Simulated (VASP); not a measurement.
Runs of VASP 6.6.1 on LiH. It takes space group Pm-3m (No. 221, cubic). The conventional cell has a = 2.507 Å, b = 2.507 Å, c = 2.507 Å, α = 90.00°, β = 90.00°, γ = 90.00°. Around Li (site symmetry m-3m) lie 8 H at 2.17 Å. H (site symmetry m-3m) is surrounded by 8 Li at 2.17 Å. The cell was built by a generator and needn't be a form met in nature.

| share of exact exchange | gap on the mesh (eV) |
| --- | --- |
| 0.3 | 2.49 |
| 0.4 | 3.09 |
| 0.1 | 1.31 |
| 0.25 | (a) |
| 0.15 | (b) |

Alike in all rows: task single point; level PBE0(alpha); potentials or basis VASP PAW PBE potentials, release 64 (Li_sv, H); no spin polarisation; cell as given; k mesh 6 × 6 × 6; cutoff (eV) 520; smearing fermi-dirac 0.05 eV.

**Question.** Fill in the values left out.

**Answer.** (a) 2.19; (b) 1.60.

A k mesh can miss the band edges.
